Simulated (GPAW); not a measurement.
A run of GPAW 26.7.0 is set up as follows.

The input run.py:

```python
import numpy as np
from ase.dft.bandgap import bandgap
from ase.io import write
from ase.spacegroup import crystal
from ase.units import GPa
from gpaw import GPAW, PW, setup_paths
from gpaw.spinorbit import soc_eigenstates

setup_paths.insert(0, '.')

# Ga 4a
# N 4d
atoms = crystal(['Ga', 'N'],
                basis=[[0.0, 0.0, 0.0],
                       [0.25, 0.25, 0.75]],
                spacegroup=216, setting=1,  # F-43m
                cellpar=[4.50700122, 4.50700122, 4.50700122, 90.0, 90.0, 90.0],
                primitive_cell=True)

calc = GPAW(mode=PW(800),
            xc='BLYP',
            kpts={'size': (10, 10, 10), 'gamma': True},
            occupations={'name': 'fermi-dirac', 'width': 0.05},
            nbands=11,
            convergence={'density': 1e-05, 'energy': 1e-05},
            eigensolver='davidson',
            maxiter=150,
            txt='gpaw.txt')
atoms.calc = calc
energy = atoms.get_potential_energy()
forces = atoms.get_forces()
stress = atoms.get_stress()
calc.write('gs.gpw')
write('result.traj', atoms)
print(f'Energy: {energy:.6f} eV')
print('Forces (eV/A):')
print(forces.round(4))
print('Stress (GPa):', (stress / GPa).round(3))
print('Fermi level:', round(calc.get_fermi_level(), 4), 'eV')
print(f'Gap: {bandgap(calc)[0]:.4f} eV, direct: {bandgap(calc, direct=True)[0]:.4f} eV')

path = atoms.cell.bandpath('GXWKGLUWLK,UX', npoints=100, eps=1e-4)
bs_calc = calc.fixed_density(kpts=path, symmetry='off', nbands=19,
                             convergence={'bands': 'CBM+6.0', 'eigenstates': 1e-6}, txt='bands.txt')
bs = bs_calc.band_structure()
bs.write('bs.json')
print(f'Gap on the path: {bandgap(bs_calc)[0]:.4f} eV')

soc = soc_eigenstates(bs_calc, theta=0, phi=0)
np.savetxt('soc_bands.dat', soc.eigenvalues(), fmt='%.4f')
mesh = soc_eigenstates('gs.gpw', theta=0, phi=0)
np.savetxt('soc_mesh.dat', mesh.eigenvalues(), fmt='%.4f')
print('Fermi level with spin-orbit coupling:', round(mesh.fermi_level, 4), 'eV')
```

Potentials or basis: PAW data sets generated in the run's folder for this functional, pw.

Run with:

```bash
$ gpaw-setup -f BLYP Ga N
$ OMP_NUM_THREADS=1 python run.py
```

Task: Predict the band gap along the path.

Result: 1.96 eV, direct.

Task: Estimate the pressure.

Result: 17.1 GPa.

Task: Predict the band gap on the k mesh.

Result: 1.96 eV, direct.

Levels at the corners of the path, in eV from the valence-band top:
| point | band 4 | band 5 | band 6 | band 7 | band 8 | band 9 | band 10 | band 11 | band 12 |
| --- | --- | --- | --- | --- | --- | --- | --- | --- | --- |
| Γ | -0.03 | 0.00 | 0.00 | 0.00 | 0.00 | 1.96 | 1.96 | 10.17 | 10.17 |
| X | -6.16 | -2.65 | -2.65 | -2.60 | -2.60 | 3.66 | 3.66 | 6.78 | 6.78 |
| W | -5.64 | -3.69 | -3.68 | -3.52 | -3.46 | 6.50 | 6.52 | 8.38 | 8.39 |
| K | -5.82 | -4.19 | -4.14 | -2.12 | -2.12 | 5.28 | 5.28 | 7.94 | 7.94 |
| Γ | -0.03 | 0.00 | 0.00 | 0.00 | 0.00 | 1.96 | 1.96 | 10.17 | 10.17 |
| L | -6.91 | -0.97 | -0.97 | -0.93 | -0.93 | 4.79 | 4.79 | 8.98 | 8.98 |
| U | -5.82 | -4.19 | -4.14 | -2.12 | -2.12 | 5.28 | 5.28 | 7.94 | 7.94 |
| W | -5.64 | -3.69 | -3.68 | -3.52 | -3.46 | 6.50 | 6.52 | 8.38 | 8.39 |
| L | -6.91 | -0.97 | -0.97 | -0.93 | -0.93 | 4.79 | 4.79 | 8.98 | 8.98 |
| K | -5.82 | -4.19 | -4.14 | -2.12 | -2.12 | 5.28 | 5.28 | 7.94 | 7.94 |
| U | -5.82 | -4.19 | -4.14 | -2.12 | -2.12 | 5.28 | 5.28 | 7.94 | 7.94 |
| X | -6.16 | -2.65 | -2.65 | -2.60 | -2.60 | 3.66 | 3.66 | 6.78 | 6.78 |

Caveat: spin-orbit coupling was added after a scalar SCF, so levels and gaps hold it while energy, forces, pressure and moments don't; this program's spin-orbit splittings come out too wide for heavy elements; so large a pressure means that the cell lies far from this level's equilibrium, or that cutoff or potentials fall short.

**What was measured.**

A printed reference work, textbook reports, for a bulk crystal of GaN at 0 K: band gap 3.299 eV (direct).

Measured gap of GaN: 3.299 eV (direct; 0 K; a printed reference work, textbook). This calculation gives 1.96 eV (-1.34 eV). The value is that of BLYP, without temperature or zero-point motion. Semilocal functionals fall short of measured gaps as a rule. The cell is a database's relaxed one, not the measured one, which moves gaps too.
